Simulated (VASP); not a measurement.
Write the native input for VASP 6.6.1 that does the following.

| Item | Value |
| --- | --- |
| Task | single point |
| Functional | r2SCAN |
| Potentials or basis | VASP PAW PBE potentials, release 64 (Pt, Se) |
| Cutoff | 520 eV |
| k mesh | 5 × 5 × 5 |
| Occupations | gaussian, width 0.05 eV |
| Spin | collinear spin, ferromagnetic start |
| Starting moments | [0.5, 0.0] μB |
| Hubbard terms | Pt d U = 3 eV |
| Further INCAR settings | ALGO = Normal; EDIFF = 1e-07; NBANDS = 19 |

The structure of PtSe lies in POSCAR:

```
PtSe
1.0
    0.0000000000      3.0374472300      3.0374472300
    3.0374472300      0.0000000000      3.0374472300
    3.0374472300      3.0374472300      0.0000000000
Pt Se
1 1
Direct
    0.0000000000      0.0000000000      0.0000000000
    0.2500000000      0.2500000000      0.2500000000
```

The cell comes from a database or a generator and needn't be the stable form of this composition.

One way to write it, as run:

INCAR

```
ALGO = Normal
EDIFF = 1E-7
ENCUT = 520
ISIF = 2
ISMEAR = 0
ISPIN = 2
LASPH = True
LCHARG = False
LDAU = True
LDAUJ = 0 0
LDAUL = 2 -1
LDAUPRINT = 1
LDAUTYPE = 2
LDAUU = 3 0
LMAXMIX = 4
LMIXTAU = True
LORBIT = 11
LREAL = False
LWAVE = False
MAGMOM = 0.5 0
METAGGA = R2SCAN
NBANDS = 19
NELM = 100
PREC = Accurate
SIGMA = 0.05
```

KPOINTS

```
k-points
0
Gamma
  5 5 5
```

Potentials or basis: VASP PAW PBE potentials, release 64 (Pt, Se).

The run is started by

```bash
$ cat potpaw_PBE.64/Pt/POTCAR potpaw_PBE.64/Se/POTCAR > POTCAR
$ mpirun -np 1 vasp_std > vasp.out
```

It gave:

* Pressure: -13.5 GPa
* Band gap on the k mesh: none (metal or under the smearing width)
* Net moment: 0.90 μB per cell
* Site moments: Pt +0.57; Se +0.20 μB
* Valence electrons inside the program's atomic spheres: Pt 9.11; Se 3.69

Caveat: the PAW data sets were made with another functional, which shifts forces and pressure a little.

Wall time 44 s on 1 thread of Intel(R) Xeon(R) 6975P-C (Granite Rapids) (shared host), peak memory 0.22 GiB.
